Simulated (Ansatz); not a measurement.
# ZnSe (Stilleite): gaps at several levels of theory, part 2 of 2

Aim: the gap, band edges and levels at named points of ZnSe (Stilleite).

Ansatz 0.2.0; DFT PBE, scalar-relativistic, plane waves, PAW. Earlier steps stand in the parts before. Steps at another level of theory say so in their titles or inputs.

### Step 4. The run at HSE06

input.yaml

```yaml
crystal:
  lattice:
    - [0.0, 2.8659201969, 2.8659201969]
    - [2.8659201969, 0.0, 2.8659201969]
    - [2.8659201969, 2.8659201969, 0.0]
  atoms:
    - { symbol: Zn, position: [0.0, 0.0, 0.0] }
    - { symbol: Se, position: [0.25, 0.25, 0.25] }
basis:
  ecutwfc: 420
kpoints:
  mp_grid: { grid: [6, 6, 6] }
  band_path:
    path:
      - [0.0, 0.0, 0.0]
      - [-0.5, -0.5, 0.0]
      - [-0.375, -0.375, 0.25]
      - [-0.375, 0.0, 0.375]
      - [0.0, 0.0, 0.5]
      - [-0.5, -0.25, 0.25]
    npoints: 1
hamiltonian:
  xc: hse06
scf:
  occupations: { method: fixed }
  n_extra_bands: 4
output:
  eigenvalues: true
  write_density: true
  write_potential: true
  elf: true
  volumetric_format: npy
```

Run with:

```sh
$ ansatz run input.yaml --threads 2 --pin off --max-ram 5120MiB --backend cpu --events-out ev --progress --plain --runs-dir out
```

Output:

```text
Warning: RAYON_NUM_THREADS=2 ignored (pool sized by the plan → 2); use --threads N
scf.n_extra_bands = 4 over 14 filled bands (N_el = 28.0): the run solves 18 bands
Engine: ansatz 0.2.0, x86_64-unknown-linux-gnu
Pseudopotentials: kind: paw
Pseudopotential: Zn, paw, valence charge 12, recommended cutoff 420 eV (normal), Zn.paw.azcp
Pseudopotential: Se, paw, valence charge 16, recommended cutoff 420 eV (normal), Se.paw.azcp
Functional definition: HSE06
  parameter a = 0.25
  parameter omega = 0.11/bohr
  exchange = pbe_x - a*pbe_x_sr(omega) + a*exact_x_sr(omega)
  correlation = pbe_c
davidson cushion auto → on  (no smearing: the cushion is to keep the highest requested band from converging to the state above it; pin scf.eigensolver.cushion to override)
Crystal: 2 atoms, lattice volume = 47.078 Å³
Basis set: ecut = 420 eV, 941 PW (Γ)
Bands: 18, of which v1, the nominal top of the filled ones, is band 14 counted from 1 (13 counted from 0)
Symmetry: 24 space group operations
Space group: F-43m (ITA 216), of the structure as read, at distance tolerance 3.6e-5 Å
k-points: 16 of 216 (time reversal used)
Non-local potential: Zn, projectors of the file, l = 0: 2, l = 1: 2, l = 2: 3, l = 3: 1
Non-local potential: Se, projectors of the file, l = 0: 2, l = 1: 2, l = 2: 3, l = 3: 1
PAW form: soft (Blöchl's): semilocal exchange-correlation on the pseudo side does not see the compensation charge
PAW frozen core: Zn, regenerated for the run's functional, and the local potential with it (the file was generated under x = pbe(κ = 0.804, μ = 0.2195149727645171), c = pbe(β = 0.06672455060314922))
PAW frozen core: Se, regenerated for the run's functional, and the local potential with it (the file was generated under x = pbe(κ = 0.804, μ = 0.2195149727645171), c = pbe(β = 0.06672455060314922))
PAW one-centre angular grid: Zn, 590 points (default); XC on 64 Gauss nodes
PAW one-centre angular grid: Se, 590 points (default); XC on 64 Gauss nodes
Initial density: superposition of atomic densities (neutral atoms: chi_scale 0, normalization atom), corrected by the library's trained network
Initial wavefunctions: pseudopotential atomic-orbital guess
Functional: x = pbe(κ = 0.804, μ = 0.2195149727645171), c = pbe(β = 0.06672455060314922), warm-up for x = pbe(κ = 0.804, μ = 0.2195149727645171) + 0.25 (exact − pbe) at short range (hse, ω = 0.20786987370883472 Å⁻¹), c = pbe(β = 0.06672455060314922); HSE06 as pw.x's `hse` composes it (authors' and Libxc's form: `xc: wpbeh`)
SCF iter   1: F=—  HF=-8789.533654 eV  |F-HF|=—  |Δ(HF+E_count)|=         —  Δρ=1.66e-3  dr2=1.36e-3  ethr=1.77e-3  ⟨swp⟩=8.1  Hψ=1352  notcnv=0
preconditioner: auto → none  [insulator: Δε(μ)=1.152 eV  Ē_g=11.788 eV  n_scr=14 (ndim 8)  ℏωp=23.0 eV  f_vac=0.132]
SCF iter   2: F=—  HF=-8789.533361 eV  |F-HF|=—  |Δ(HF+E_count)|=   2.93e-4  Δρ=1.30e-3  dr2=5.73e-4  ethr=4.84e-6  ⟨swp⟩=4.4  Hψ=1087  notcnv=0
iter 3 solved again at ethr=2.53e-8 eV; its pass at ethr=2.04e-6 eV (dr2=7.09e-6 eV) is discarded
SCF iter   3: F=-8789.533136 eV  HF=-8789.533117 eV  |F-HF|=1.92e-5  |Δ(HF+E_count)|=   2.44e-4  Δρ=1.60e-4  dr2=7.11e-6  ethr=2.53e-8  ⟨swp⟩=2.9  Hψ=1542  notcnv=0
SCF 1 stopped early in 3 iterations: F = -8789.533136 eV  dr2 = 7.11e-6
Initial density: handed on by an earlier stage of this run
Initial wavefunctions: those handed on with the density
Functional: x = pbe(κ = 0.804, μ = 0.2195149727645171) + 0.25 (exact − pbe) at short range (hse, ω = 0.20786987370883472 Å⁻¹), c = pbe(β = 0.06672455060314922); HSE06 as pw.x's `hse` composes it (authors' and Libxc's form: `xc: wpbeh`)
Exchange kernel: α = 0.2500, screened, ω = 0.2079 Å⁻¹, Wigner–Seitz truncation, v(0) = 1046.6867 eV·Å³, q-mesh 6×6×6, nearest image of the exchange supercell L = 24.32 Å, pair-density grid 15×15×15, without the augmentation charges, whose exchange is taken in its separable form by FFT convolution over the k-point mesh (sized by the pseudopotential files, 24×24×24 at the most), smooth part of the exact exchange by density-matrix convolution
Frozen-core exchange: fock
SCF iter   1: F=—  HF=-8791.201798 eV  |F-HF|=—  |Δ(HF+E_count)|=         —  Δρ=1.98e-2  dr2=9.41e-2  ethr=2.54e-7  ⟨swp⟩=7.2  Hψ=1628  notcnv=0
preconditioner: auto → none  [insulator: Δε(μ)=2.205 eV  Ē_g=14.288 eV  n_scr=14 (ndim 8)  ℏωp=23.0 eV  f_vac=0.130]
SCF iter   2: F=—  HF=-8791.170869 eV  |F-HF|=—  |Δ(HF+E_count)|=   3.09e-2  Δρ=2.72e-3  dr2=5.30e-3  ethr=2.54e-7  ⟨swp⟩=5.1  Hψ=1375  notcnv=0
SCF iter   3: F=—  HF=-8791.176480 eV  |F-HF|=—  |Δ(HF+E_count)|=   5.61e-3  Δρ=4.35e-3  dr2=4.10e-3  ethr=2.54e-7  ⟨swp⟩=4.9  Hψ=1285  notcnv=0
SCF iter   4: F=—  HF=-8791.176097 eV  |F-HF|=—  |Δ(HF+E_count)|=   3.83e-4  Δρ=1.76e-3  dr2=6.51e-4  ethr=2.54e-7  ⟨swp⟩=4.0  Hψ=1008  notcnv=0
SCF iter   5: F=—  HF=-8791.177050 eV  |F-HF|=—  |Δ(HF+E_count)|=   9.53e-4  Δρ=7.62e-4  dr2=1.41e-4  ethr=2.54e-7  ⟨swp⟩=4.0  Hψ=931  notcnv=0
SCF iter   6: F=-8791.176974 eV  HF=-8791.176975 eV  |F-HF|=2.83e-7  |Δ(HF+E_count)|=   7.53e-5  Δρ=1.96e-5  dr2=6.43e-6  ethr=2.54e-7  ⟨swp⟩=4.0  Hψ=915  notcnv=0
SCF 2 stopped early in 6 iterations: F = -8791.176974 eV  dr2 = 6.43e-6
hybrid outer 1: dexx = +1.260e-2 eV, tail = 7.87e-5 eV
Exchange kernel: α = 0.2500, screened, ω = 0.2079 Å⁻¹, Wigner–Seitz truncation, v(0) = 1046.6867 eV·Å³, q-mesh 6×6×6, nearest image of the exchange supercell L = 24.32 Å, pair-density grid 15×15×15, without the augmentation charges, whose exchange is taken in its separable form by FFT convolution over the k-point mesh (sized by the pseudopotential files, 24×24×24 at the most), smooth part of the exact exchange by density-matrix convolution
Frozen-core exchange: fock
SCF iter   1: F=—  HF=-8791.176618 eV  |F-HF|=—  |Δ(HF+E_count)|=         —  Δρ=9.76e-5  dr2=2.68e-6  ethr=1.41e-6  ⟨swp⟩=2.6  Hψ=656  notcnv=0
preconditioner: auto → none  [insulator: Δε(μ)=2.263 eV  Ē_g=14.018 eV  n_scr=14 (ndim 8)  ℏωp=23.0 eV  f_vac=0.134]
iter 2 solved again at ethr=5.50e-10 eV; its pass at ethr=8.82e-9 eV (dr2=1.54e-7 eV) is discarded
SCF iter   2: F=—  HF=-8791.176618 eV  |F-HF|=—  |Δ(HF+E_count)|=   1.34e-7  Δρ=2.99e-5  dr2=3.08e-7  ethr=5.50e-10  ⟨swp⟩=2.0  Hψ=1725  notcnv=0
SCF iter   3: F=—  HF=-8791.176619 eV  |F-HF|=—  |Δ(HF+E_count)|=   8.95e-7  Δρ=2.24e-5  dr2=1.31e-7  ethr=5.50e-10  ⟨swp⟩=4.2  Hψ=964  notcnv=0
SCF iter   4: F=-8791.176619 eV  HF=-8791.176619 eV  |F-HF|=1.48e-9  |Δ(HF+E_count)|=   3.06e-8  Δρ=6.74e-6  dr2=1.11e-8  ethr=4.19e-10  ⟨swp⟩=3.0  Hψ=671  notcnv=0
SCF 3 converged in 4 iterations: F = -8791.176619 eV  dr2 = 1.11e-8
hybrid outer 2: dexx = +9.636e-7 eV, tail = 5.85e-8 eV, Δε = 3.64e-3 eV (about 1.56e-4 eV left of the loop's levels)
NSCF: frozen V_eff on 6 k-points
hybrid SCF converged: 2 outer / 10 inner (+3 warm-up), last move |dexx| = 9.64e-7 eV, tail = 5.85e-8 eV
Stability not checked: this state was not tested for a lower state beside it, because the functional holds exact exchange (a hybrid, or Hartree-Fock), whose exchange loop this test does not read (fock_operator; see scf.lower_state_search)
Free energy (F): -8791.176619 eV
Frozen-core exchange: fock
Harris-Foulkes:  -8791.176619 eV  (|F-HF|=1.48e-9)
Internal energy: -8791.176619 eV  (E = F + TS)
E sigma→0 (E₀):  -8791.176619 eV
Fermi energy:    5.687602 eV
--- Per-component energies (eV) ---
  E_band       = -465.080540
  E_kinetic    = 248.196133
  E_local      = -4452.003911  (includes V_loc(G=0)·N_el)
  E_nonlocal   = 22.697984
  E_hartree    = 2064.947662
  E_xc         = -191.951879
  E_vxc        = -119.562175  (∫ρ·V_xc dr)
  E_exx        = -110.089975  (= α·E_x^exact, valence–valence)
  E_paw        = -3682.093876  (= ΣΔE_a)
  E_vpaw       = -74.123368  (= ΣTr[D̂ρ^β])
  E_aug_tail   = -0.000941  (compensation charges beyond the density's cutoff)
  E_ewald      = -2690.447502
  E_core_change = -0.430313  (= ΣΔE_core)
  E_smearing   = -0.000000  (= −TS)
  E_closure    = -0.000000  (closes the sum)
  Σ components = -8791.176619   (vs F -8791.176619, Δ=0.00e0)
--- Band table (eV; the first three rows and the last of 16) ---
  k-point 0: bands = ["-44.6320", "-44.6320", "-44.6320", "-44.6274", "-44.6274", "-8.4495", "-2.4647", "-2.4647", "-2.4647", "-2.1664", "-2.1664", "5.6876", "5.6876", "5.6876", "7.9513", "12.6368", "12.6368", "12.6368"]
  k-point 1: bands = ["-44.6320", "-44.6320", "-44.6320", "-44.6273", "-44.6273", "-8.2698", "-2.4429", "-2.4429", "-2.4234", "-2.1678", "-2.1678", "3.7924", "5.4397", "5.4397", "9.2075", "12.6384", "13.0475", "13.0475"]
  k-point 2: bands = ["-44.6319", "-44.6319", "-44.6319", "-44.6273", "-44.6273", "-7.8711", "-2.4057", "-2.4057", "-2.2327", "-2.1624", "-2.1624", "1.4750", "5.0130", "5.0130", "9.4085", "13.2977", "13.2977", "14.3294"]
  k-point 15: bands = ["-44.6320", "-44.6318", "-44.6318", "-44.6273", "-44.6273", "-7.3760", "-2.3369", "-2.3017", "-2.2260", "-2.1526", "-1.8769", "0.8785", "3.0031", "3.1694", "11.1065", "11.5877", "15.1112", "15.4126"]
```

Run time: 52 s. Hardware: 2 threads of Intel Xeon at 2.60GHz (Ice Lake), shared host; peak memory 1.7 GiB.

Levels at named points, in eV from the top of the last band filled by count:

```
point  band 12  band 13  band 14  band 15  band 16  band 17
    Γ     0.00     0.00     0.00     2.26     6.95     6.95
    X    -4.97    -2.19    -2.19     3.92     4.49    11.89
    U    -4.81    -3.13    -1.79     4.58     6.67    10.14
    K    -4.81    -3.13    -1.79     4.58     6.67    10.14
    L    -5.31    -0.86    -0.86     3.58     7.49     7.49
    W    -4.74    -2.85    -2.62     6.42     6.72     8.12
```

### Step 5. All levels side by side

```csv
level,k mesh,gap (eV),least direct gap (eV),top at,bottom at,CPU time (s)
PBE on the hybrid's mesh,6×6×6,1.15,1.15,Γ,Γ,1.7
HSE06,6×6×6,2.26,2.26,Γ,Γ,98
```

Gaps are by band count over the mesh and the named points; a gap of 0 means that the bands overlap or touch.

### Step 6. Outcome

What follows sums up all 2 parts.

| quantity | value |
| --- | --- |
| gap, HSE06 | 2.26 eV, direct |

**Reading.** At HSE06 the gap is 2.26 eV, from Γ to Γ. Measured gap of ZnSe: 2.695 eV (an exciton energy, a little under the gap; 300 K; “Alloy Disordering Effects on the Thermal Conductivity and Energy Gap Temperature Dependence of Cd1−xZnxSe Ternary Crystals Grown by the Bridgman Method”, 2023, pmc:10253836). This calculation gives 2.26 eV (-0.43 eV). That is HSE06, the nearest rung, at the geometry relaxed with PBE, without temperature or excitons.
